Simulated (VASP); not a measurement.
## CdS in VASP 6.6.1, single-point calculation

INCAR

```
NELM = 61
ISMEAR = -1
IBRION = -1
LREAL = .FALSE.
SIGMA = 0.02
PREC = Accurate
LCHARG = .FALSE.
LASPH = .TRUE.
EDIFF = 1E-7
ISIF = 2
ENCUT = 520
ISPIN = 2
MAGMOM = 1 1
NSW = 0
NBANDS = 16
GGA = PE
LWAVE = .FALSE.
```

KPOINTS

```
KPOINTS created by Atomic Simulation Environment
0
Monkhorst-Pack
8 8 8
0 0 0
```

POSCAR

```
Cd S
 1.0000000000000000
     0.0000000000000000    3.0144587398999998    2.9392148400000000
     3.0144587398999998    0.0000000000000000    2.9392148400000000
     3.0144587398999998    3.0144587398999998    0.0000000000000000
 Cd  S
   1   1
Cartesian
  0.0000000000000000  0.0000000000000000  0.0000000000000000
  1.5072293699499999  1.5072293699499999  1.4696074200000000
```

The recommended PBE PAW datasets give the neutral cell 18 valence electrons.

Command

```
mpirun -np 1 vasp_std
```

OSZICAR

```
N       E                     dE             d eps       ncg     rms          rms(c)
DAV:   1     0.108260042417E+03    0.10826E+03   -0.89590E+03  9432   0.102E+03
DAV:   2    -0.198439298119E+01   -0.11024E+03   -0.10380E+03 11352   0.250E+02
DAV:   3    -0.630518332266E+01   -0.43208E+01   -0.43124E+01 11336   0.514E+01
DAV:   4    -0.633285708240E+01   -0.27674E-01   -0.27671E-01 12176   0.403E+00
DAV:   5    -0.633324761482E+01   -0.39053E-03   -0.39053E-03 11136   0.450E-01    0.892E+00
DAV:   6    -0.613480954328E+01    0.19844E+00   -0.94927E-01 13440   0.111E+01    0.610E+00
DAV:   7    -0.613943672632E+01   -0.46272E-02   -0.19760E-01 10504   0.312E+00    0.349E+00
DAV:   8    -0.614351413253E+01   -0.40774E-02   -0.25161E-02  9768   0.128E+00    0.130E+00
DAV:   9    -0.614278318615E+01    0.73095E-03   -0.25680E-03 11304   0.390E-01    0.401E-01
DAV:  10    -0.614262783645E+01    0.15535E-03   -0.46224E-04 10880   0.196E-01    0.105E-01
DAV:  11    -0.614277718639E+01   -0.14935E-03   -0.97005E-05 11744   0.863E-02    0.789E-02
DAV:  12    -0.614285448597E+01   -0.77300E-04   -0.39215E-05 11512   0.449E-02    0.518E-02
DAV:  13    -0.614288208513E+01   -0.27599E-04   -0.23307E-05 11744   0.296E-02    0.756E-03
DAV:  14    -0.614288468884E+01   -0.26037E-05   -0.18939E-06 12048   0.967E-03    0.232E-03
DAV:  15    -0.614288555233E+01   -0.86349E-06   -0.10320E-06 11576   0.576E-03    0.214E-03
DAV:  16    -0.614288559827E+01   -0.45931E-07   -0.14780E-07 12024   0.283E-03
   1 F= -.61428856E+01 E0= -.61428856E+01  d E =-.512983E-11  mag=    -0.0000
```

It converged. Results: pressure -1.1 GPa; magnetic moment of the cell 0.00 μB.

The shifted mesh misses Γ, so a band edge there is missed.

For comparison, a separate PBE run of the intended cell, on usual settings and not on those above, gives a gap of 0.94 eV on its mesh and a pressure of -1.1 GPa.

The run above took about 76 s on one core of a shared host (Intel Xeon 6975P-C) and held 0.32 GiB at most.
